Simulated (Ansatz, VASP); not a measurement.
Given: the input of a run of Ansatz 0.2.0 on InP.

The input input.yaml:

```yaml
crystal:
  lattice:
    - [0.0, 2.9499078504, 2.9499078504]
    - [2.9499078504, 0.0, 2.9499078504]
    - [2.9499078504, 2.9499078504, 0.0]
  atoms:
    - { symbol: In, position: [0.0, 0.0, 0.0] }
    - { symbol: P, position: [0.75, 0.75, 0.75] }
hamiltonian:
  xc: pbesol
  pseudopotentials: { kind: paw }
  dispersion: d4
kpoints:
  mp_grid: { grid: [8, 8, 8] }
scf:
  occupations: { method: fermi_dirac, width: 0.05 }
output:
  forces: true
  stress: true
  eigenvalues: true
```

Potentials or basis: Ansatz PAW.

Command:

```console
$ ansatz run input.yaml --threads 2 --pin off --max-ram 5120MiB --backend cpu --events-out ev --progress --plain --runs-dir out
```

Q: Set up the same calculation for VASP 6.6.1. Potentials there: VASP PAW PBE potentials, release 64 (In_d, P).

A: As run (the cutoff follows the program's own potentials):

Contents of INCAR:

```
SYSTEM = InP
PREC     = Accurate       ! precision mode
ENCUT    = 520            ! plane-wave cutoff, eV
EDIFF    = 1E-6           ! SCF threshold, eV
ISMEAR   = -1             ! smearing method
SIGMA    = 0.05           ! smearing width, eV
LREAL    = .FALSE.        ! projectors in reciprocal space
LASPH    = .TRUE.         ! aspherical terms in the spheres
NELM     = 60             ! most SCF steps
ALGO     = Normal         ! electronic algorithm
ISIF     = 2              ! what is computed and relaxed
LWAVE    = .FALSE.        ! write WAVECAR
LCHARG   = .FALSE.        ! write CHGCAR
GGA      = PS             ! functional
IVDW     = 13             ! dispersion correction
NBANDS   = 16             ! bands
```

Contents of KPOINTS:

```
regular mesh
0
G
  8 8 8
  0 0 0
```

POSCAR

```
InP
1.0
    0.0000000000      2.9499078504      2.9499078504
    2.9499078504      0.0000000000      2.9499078504
    2.9499078504      2.9499078504      0.0000000000
In P
1 1
Direct
    0.0000000000      0.0000000000      0.0000000000
    0.7500000000      0.7500000000      0.7500000000
```

Potentials or basis: VASP PAW PBE potentials, release 64 (In_d, P).

Launch:

```console
$ cat potpaw_PBE.64/In_d/POTCAR potpaw_PBE.64/P/POTCAR > POTCAR
$ mpirun -np 1 vasp_std > vasp.out
```

Both were run:

|  | VASP | Ansatz | Ansatz less VASP |
| --- | --- | --- | --- |
| gap on the k mesh at the Fermi level (eV) | 0.51 | 0.51 | +0.002 |
| least direct gap on the mesh (eV) | 0.51 | 0.51 | +0.002 |
| pressure (GPa) | -1.9 | -1.9 | +0.01 |
| dispersion energy (meV/atom) | -194.4 | -194.6 | -0.18 |

Caveats: spin-orbit coupling is left out, which moves the levels of the heavy elements; the PAW data sets were made with another functional, which shifts forces and pressure a little (VASP); the PAW data sets come from PBE, with cores solved anew for the run's functional, which leaves a small shift of forces and pressure (Ansatz). A hybrid or GW would open this gap; PBEsol tends to underestimate it.
